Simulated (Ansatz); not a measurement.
AlSb (zinc blende), relaxed with HSE06 (Ansatz, a quantum-chemistry and plane-wave program, plane waves, PAW): a = 6.1698 Å, b = 6.1698 Å, c = 6.1698 Å, α = 90.00°, β = 90.00°, γ = 90.00°.

```
Property              Value
--------------------  -----
gap (eV)               1.77
B₀ by P(V) fit (GPa)   56.2
```

**Question.** The same phase is relaxed and computed with LDA in the same code. What are the cell and these values now?

**Answer.** a = b = c = 6.1071 Å, α = β = γ = 90.00°.

- gap (eV) = 1.12
- B₀ by P(V) fit (GPa) = 56.4

All cells were relaxed under the symmetry of their starts (and spin orders); stability against distortions was not tested throughout. Scalar-relativistic: spin–orbit coupling is off unless named, which matters more the heavier the elements.

Potentials: the later of the program's two PAW sets.

Ansatz is a plane-wave DFT program.
